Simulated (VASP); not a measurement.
Here is a VASP 6.6.1 calculation.

INCAR

```
ALGO = Fast ; EDIFF = 1E-7
EDIFFG = -0.01 ; ENCUT = 600
GGA = PS ; IBRION = 2
ISIF = 2 ; ISMEAR = 0
LASPH = True ; LCHARG = False
LREAL = False ; LWAVE = False
NELM = 80 ; NSW = 40
PREC = Accurate ; SIGMA = 0.03
```

KPOINTS

```
k-points
0
Gamma
  10 10 10
```

Contents of POSCAR:

```
SiC                                     
1.0
    0.0000000000      2.1495504440      2.1495504440
    2.1495504440      0.0000000000      2.1495504440
    2.1495504440      2.1495504440      0.0000000000
  Si              C             
     1     1
Direct
     0.0000000000000000    0.0000000000000000    0.0000000000000000
     0.2500000000000000    0.2500000000000000    0.2500000000000000
```

Potentials or basis: VASP PAW PBE potentials, release 64 (Si, C).

The run is started by

```bash
$ cat potpaw_PBE.64/Si/POTCAR potpaw_PBE.64/C/POTCAR > POTCAR
$ mpirun -np 1 vasp_std > vasp.out
```

(1) Estimate the band gap on the k mesh.

Answers

(1) 1.20 eV, indirect (least direct gap 4.48 eV).

Caveat: the relaxation stopped at its first step, so nothing moved.
